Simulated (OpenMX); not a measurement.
The system is KCl (Sylvite).

```
K Cl
1.0
     0.00000    3.14647    3.14647
     3.14647    0.00000    3.14647
     3.14647    3.14647    0.00000
K Cl
1 1
Direct
  0.00000 0.00000 0.00000
  0.50000 0.50000 0.50000
```

Base run:

* Program: OpenMX 3.8.5
* Functional: PBE
* Potentials or basis: OpenMX 2013 PBE set, K10.0-s3p2d1, Cl7.0-s2p2d1f1, grid cutoff 260 Ry
* k mesh: 7 × 7 × 7
* Occupations: fermi-dirac, width 0.05 eV
* Spin: no spin polarisation

Its results: band gap on the k mesh 5.46 eV, direct; pressure 0.9 GPa.

Problem. The run is repeated on the same cell with these changes: functional from PBE to LDA; potentials or basis from OpenMX 2013 PBE set, K10.0-s3p2d1, Cl7.0-s2p2d1f1, grid cutoff 260 Ry to OpenMX 2013 LDA set, K10.0-s3p2d1, Cl7.0-s2p2d1f1, grid cutoff 300 Ry. What comes out?

Solution. Band gap on the k mesh 5.04 eV, direct; pressure -1.9 GPa.

Caveats: the basis of atomic orbitals isn't converged, which shifts pressures, moduli and gaps; an odd mesh through Γ misses points on the zone boundary, where band edges often lie (some runs).

Not every run made on this cell is shown here.
